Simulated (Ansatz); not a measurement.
# Ti2O: tests of the settings

The task, for Ti2O: test the k-point mesh shifted by half a step.

Computed with Ansatz 0.2.0 (DFT r2SCAN, scalar-relativistic, plane waves, PAW, unless a step's input says otherwise).

1 further run of the same task is left out (set aside as unsound or not needed). Runs told in other sessions of the task aren't counted.

## (1) Starting point

The structure is trigonal, space group P-3m1 (No. 164). Conventional cell: a = 2.919 Å, b = 2.919 Å, c = 4.713 Å, α = 90.00°, β = 90.00°, γ = 120.00°. Ti (site symmetry 3m) is surrounded by 3 O at 2.14 Å. O (site symmetry -3m) has 6 Ti at 2.14 Å in its first shell of neighbours.

Coordinates:

```cif
data_structure
_symmetry_space_group_name_H-M 'P-3m1'
_symmetry_Int_Tables_number 164
_cell_length_a 2.9194
_cell_length_b 2.9194
_cell_length_c 4.7130
_cell_angle_alpha 90.000
_cell_angle_beta 90.000
_cell_angle_gamma 120.000
_cell_volume 34.79
loop_
_atom_site_label
_atom_site_type_symbol
_atom_site_symmetry_multiplicity
_atom_site_Wyckoff_symbol
_atom_site_fract_x
_atom_site_fract_y
_atom_site_fract_z
_atom_site_occupancy
Ti1 Ti 2 d 0.66667 0.33333 0.27874 1
O1 O 1 a 0.00000 0.00000 0.00000 1
```

Source of the structure: the Crystallography Open Database. It is taken as it stands there.

## (2) The base input

Input file input.yaml:

```yaml
crystal:
  lattice:
    - [2.9193980238, 0.0, 0.0]
    - [-1.4596990119, 2.5282728524, 0.0]
    - [0.0, 0.0, 4.713]
  atoms:
    - { symbol: Ti, position: [0.6666666667, 0.3333333333, 0.27874] }
    - { symbol: Ti, position: [0.3333333333, 0.6666666667, 0.72126] }
    - { symbol: O, position: [0.0, 0.0, 0.0] }
basis:
  ecutwfc: 500
kpoints:
  mp_grid: { grid: [18, 18, 10] }
hamiltonian:
  xc: r2scan
scf:
  occupations: { method: gaussian, width: 0.1 }
output:
  forces: true
  stress: true
  eigenvalues: true
  populations: true
```

It was run beforehand and gave: -1860.2015 eV/atom at zero smearing, pressure 9.02 GPa, largest force 1.049 eV/Å, no gap on the mesh, in 8 SCF cycles and 65 s.

## (3) K-point mesh shifted by half a step set to 12×12×6

Input file input.yaml:

```yaml
crystal:
  lattice:
    - [2.9193980238, 0.0, 0.0]
    - [-1.4596990119, 2.5282728524, 0.0]
    - [0.0, 0.0, 4.713]
  atoms:
    - { symbol: Ti, position: [0.6666666667, 0.3333333333, 0.27874] }
    - { symbol: Ti, position: [0.3333333333, 0.6666666667, 0.72126] }
    - { symbol: O, position: [0.0, 0.0, 0.0] }
basis:
  ecutwfc: 500
kpoints:
  mp_grid: { grid: [12, 12, 6], shift: [0.5, 0.5, 0.5] }
hamiltonian:
  xc: r2scan
scf:
  occupations: { method: gaussian, width: 0.1 }
output:
  forces: true
  stress: true
  eigenvalues: true
```

Started as:

```
$ ansatz run input.yaml --threads 1 --pin off --max-ram 2560MiB --backend cpu --events-out ev --progress --plain --runs-dir out
```

## (4) K-point mesh shifted by half a step: 12×12×8

input.yaml, as its differences from that of step 3:

```diff
@@ -12,3 +12,3 @@
 kpoints:
-  mp_grid: { grid: [12, 12, 6], shift: [0.5, 0.5, 0.5] }
+  mp_grid: { grid: [12, 12, 8], shift: [0.5, 0.5, 0.5] }
 hamiltonian:
```

## (5) K-point mesh shifted by half a step set to 18×18×8

input.yaml, as its differences from that of step 4:

```diff
@@ -12,3 +12,3 @@
 kpoints:
-  mp_grid: { grid: [12, 12, 8], shift: [0.5, 0.5, 0.5] }
+  mp_grid: { grid: [18, 18, 8], shift: [0.5, 0.5, 0.5] }
 hamiltonian:
```

(Steps that only read results are left out.)

What results come out of these runs, taken together? Wanted: largest energy shift, k-point mesh shifted by half a step.

The runs gave:

| quantity | value |
| --- | --- |
| largest energy shift, k-point mesh shifted by half a step | 0.05 meV/atom at 18×18×8 |

What this shows: The densest shifted mesh lands 0.05 meV/atom from the base run. The shift lowers the symmetry that the mesh keeps. The listed cell is far from this method's equilibrium (9.0 GPa, forces up to 1.05 eV/Å), so its values are not those of the relaxed crystal. Spin polarisation is off in the runs that give these values; a magnetic solution could lie lower.
